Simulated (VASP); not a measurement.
Set up this calculation in VASP 6.6.1, as the native input.

```yaml
Task: relaxation of cell and atoms
Functional: PBE
Potentials_or_basis: VASP PAW PBE potentials, release 64 (Al, N)
Cutoff: 520 eV
k_mesh: 12 × 12 × 6
Occupations: gaussian, width 1 eV
Spin: no spin polarisation
Further_INCAR_settings: ALGO = Normal; EDIFF = 1e-07; IBRION = 2; EDIFFG = -0.002; NSW = 80; ISIF = 3
```

The structure of AlN lies in POSCAR:

```
AlN
1.0
    3.1130000000      0.0000000000      0.0000000000
   -1.5565000000      2.6959370800      0.0000000000
    0.0000000000      0.0000000000      4.9810000000
Al N
2 2
Direct
    0.3333333300      0.6666666700      0.0000000000
    0.6666666700      0.3333333300      0.5000000000
    0.3333333300      0.6666666700      0.3800000000
    0.6666666700      0.3333333300      0.8800000000
```

One way to write it, as run:

INCAR

```
  ALGO = Normal
  EDIFF = 1E-7
  EDIFFG = -0.002
  ENCUT = 520
  GGA = PE
  IBRION = 2
  ISIF = 3
  ISMEAR = 0
  KPAR = 4
  LASPH = True
  LCHARG = False
  LREAL = False
  LWAVE = False
  NELM = 60
  NSW = 80
  PREC = Accurate
  SIGMA = 1.0
```

KPOINTS

```
k-points
0
Gamma
  12 12 6
```

Potentials or basis: VASP PAW PBE potentials, release 64 (Al, N).

Run with:

```console
$ cat potpaw_PBE.64/Al/POTCAR potpaw_PBE.64/N/POTCAR > POTCAR
$ mpirun -np 4 vasp_std > vasp.out
```

It gave:

| Item | Value |
| --- | --- |
| Relaxed volume | 10.63 Å³/atom |
| Relaxed cell | a = 3.129 Å, b = 3.129 Å, c = 5.016 Å, α = 90.00°, β = 90.00°, γ = 120.00° |
| Space group after relaxing (to 0.05 Å) | P6_3mc (No. 186) |
| Energy gained by relaxing | 2.2 meV/atom |
| Ionic steps | 8 |
| Pressure after relaxing | 0.0 GPa |
| Band gap on the k mesh | 4.06 eV, direct |

Run time: 47 s on 4 MPI ranks on Intel(R) Xeon(R) Platinum 8259CL CPU @ 2.50GHz (Skylake/Cascade Lake), with other jobs on the host, peak memory 0.17 GiB a rank.
